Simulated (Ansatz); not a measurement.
Crystal: Ge.

```
Ge
1.0
    -0.02821    2.10200    2.11346
     2.07162   -0.03255    2.11780
     2.04296    2.07768   -0.00389
Ge
1
Direct
  0.00000 0.00000 0.00000
```

This isn't the form of Ge at room conditions, which is diamond.

The cell isn't the ideal one: cell sheared at random, sigma 0.01, atoms nudged by 0.01 Å.

```yaml
Program: Ansatz 0.2.0
Task: relaxation of cell and atoms
Functional: BLYP
Dispersion: D3(BJ)
Potentials_or_basis: Ansatz PAW
Cutoff: "420 eV (not typed: the program's choice for these potentials)"
k_mesh: 11 × 11 × 11
Occupations: fermi-dirac, width 0.05 eV
Spin: no spin polarisation
```

At the start: volume 18.47 Å³/atom.

Where does the relaxation end?

It ends after 13 steps and the volume is 23.50 Å³/atom (+27.2 %); space group Fm-3m (No. 225, to 0.05 Å).

Step by step:
| step | energy change (eV) | largest force (eV/Å) | volume (Å³) |
| --- | --- | --- | --- |
| 1 | 0.0000 | 0.0000 | 18.47 |
| 2 | -0.0164 | 0.0000 | 19.93 |
| 3 | -0.0199 | 0.0000 | 20.21 |
| 4 | -0.1725 | 0.0000 | 22.30 |
| 5 | -0.1831 | 0.0000 | 25.13 |
| 6 | -0.2606 | 0.0000 | 23.54 |
| 7 | -0.2610 | 0.0000 | 23.49 |
| 8 | -0.2611 | 0.0000 | 23.47 |
| 9 | -0.2612 | 0.0000 | 23.47 |
| 10 | -0.2612 | 0.0000 | 23.48 |
| 11 | -0.2659 | 0.0000 | 23.48 |
| 12 | -0.2659 | 0.0000 | 23.50 |
| 13 | -0.2659 | 0.0000 | 23.50 |

Final structure:
```yaml
crystal:
  lattice:
    - [-0.00030, 2.27028, 2.28346]
    - [2.26622, -0.00042, 2.28355]
    - [2.26581, 2.26990, 0.00002]
  atoms:
    - { symbol: Ge, position: [0.00000, 0.00000, 0.00000] }
```

Caveat: the volume moved by over 15 % at a fixed basis, so the end points are rough; the plane-wave basis is chosen anew once the cell has moved, so the energies of steps on either side of that aren't comparable; pairwise dispersion overbinds metals, which lowers pressure and volume; the PAW data sets come from PBE, with cores solved anew for the run's functional, which leaves a small shift of forces and pressure.
